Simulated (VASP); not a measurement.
Wanted: the native input for a VASP 6.6.1 run.

* Task: band structure
* Functional: BLYP
* Potentials or basis: VASP PAW PBE potentials, release 64 (Ni, O)
* Cutoff: 520 eV
* k mesh: 8 × 8 × 5
* Occupations: fermi-dirac, width 0.05 eV
* Spin: collinear spin, ferromagnetic start
* Starting moments: [1.0, 0.0, 0.0] μB
* Further INCAR settings: ALGO = Fast; EDIFF = 1e-06

Crystal: NiO2.

```
Ni O
1.0
     2.79878    0.00000    0.00000
    -1.39939    2.42382    0.00000
     0.00000    0.00000    4.61827
Ni O
1 2
Direct
  0.00000 0.00000 0.50000
  0.33333 0.66667 0.29396
  0.66667 0.33333 0.70604
```

The cell comes from a database or a generator and needn't be the stable form of this composition.

The input as run:

POSCAR

```
NiO2
1.0
    2.7987818650      0.0000000000      0.0000000000
   -1.3993909325      2.4238161948      0.0000000000
    0.0000000000      0.0000000000      4.6182730000
Ni O
1 2
Direct
    0.0000000000      0.0000000000      0.5000000000
    0.3333333333      0.6666666667      0.2939610000
    0.6666666667      0.3333333333      0.7060390000
```

INCAR.step1

```
SYSTEM = NiO2
  PREC = Accurate
  ENCUT = 520
  EDIFF = 1E-6
  ISMEAR = -1
  SIGMA = 0.05
  LREAL = .FALSE.
  LASPH = .TRUE.
  NELM = 100
  ALGO = Fast
  ISIF = 2
  LWAVE = .FALSE.
  LCHARG = .TRUE.
  ISPIN = 2
  MAGMOM = 1 0 0
  LORBIT = 11
  LMAXMIX = 4
  GGA = B5
  ALDAX = 1.0
  AGGAX = 1.0
  AGGAC = 1.0
  ALDAC = 0.0
```

KPOINTS.step1

```
Automatic mesh
0
G
  8 8 5
  0 0 0
```

INCAR.step2

```
SYSTEM = NiO2
  PREC = Accurate
  ENCUT = 520
  EDIFF = 1E-6
  ISMEAR = 0
  SIGMA = 0.05
  LREAL = .FALSE.
  LASPH = .TRUE.
  NELM = 100
  ALGO = Fast
  ISIF = 2
  LWAVE = .FALSE.
  LCHARG = .FALSE.
  ISPIN = 2
  MAGMOM = 1 0 0
  LORBIT = 11
  LMAXMIX = 4
  GGA = B5
  ALDAX = 1.0
  AGGAX = 1.0
  AGGAC = 1.0
  ALDAC = 0.0
  ICHARG = 11
```

KPOINTS.step2

```
path GMKGALHA,LM,KH
10
line-mode
reciprocal
 0.0000000000  0.0000000000  0.0000000000  G
 0.5000000000  0.0000000000  0.0000000000  M

 0.5000000000  0.0000000000  0.0000000000  M
 0.3333333333  0.3333333333  0.0000000000  K

 0.3333333333  0.3333333333  0.0000000000  K
 0.0000000000  0.0000000000  0.0000000000  G

 0.0000000000  0.0000000000  0.0000000000  G
 0.0000000000  0.0000000000  0.5000000000  A

 0.0000000000  0.0000000000  0.5000000000  A
 0.5000000000  0.0000000000  0.5000000000  L

 0.5000000000  0.0000000000  0.5000000000  L
 0.3333333333  0.3333333333  0.5000000000  H

 0.3333333333  0.3333333333  0.5000000000  H
 0.0000000000  0.0000000000  0.5000000000  A

 0.5000000000  0.0000000000  0.5000000000  L
 0.5000000000  0.0000000000  0.0000000000  M

 0.3333333333  0.3333333333  0.0000000000  K
 0.3333333333  0.3333333333  0.5000000000  H
```

Potentials or basis: VASP PAW PBE potentials, release 64 (Ni, O).

Launch:

```bash
$ cat potpaw_PBE.64/Ni/POTCAR potpaw_PBE.64/O/POTCAR > POTCAR
$ cp INCAR.step1 INCAR
$ cp KPOINTS.step1 KPOINTS
$ mpirun -np 1 vasp_std > vasp.out
$ cp INCAR.step2 INCAR
$ cp KPOINTS.step2 KPOINTS
$ mpirun -np 1 vasp_std > vasp.out
```

It gave:

```json
{"Band gap on the k mesh": "1.05 eV, indirect (least direct gap 1.27 eV)", "Band gap along the path": "1.12 eV, indirect (least direct gap 1.41 eV)", "Net moment": "0.00 μB per cell"}
```

Caveat: the log is that of the step along the path at fixed density, whose energy, stress, charges and moments have no meaning.

Run time: 65 s on 1 thread of Intel(R) Xeon(R) Platinum 8488C (Sapphire Rapids), with other jobs on the host, peak memory 0.21 GiB.
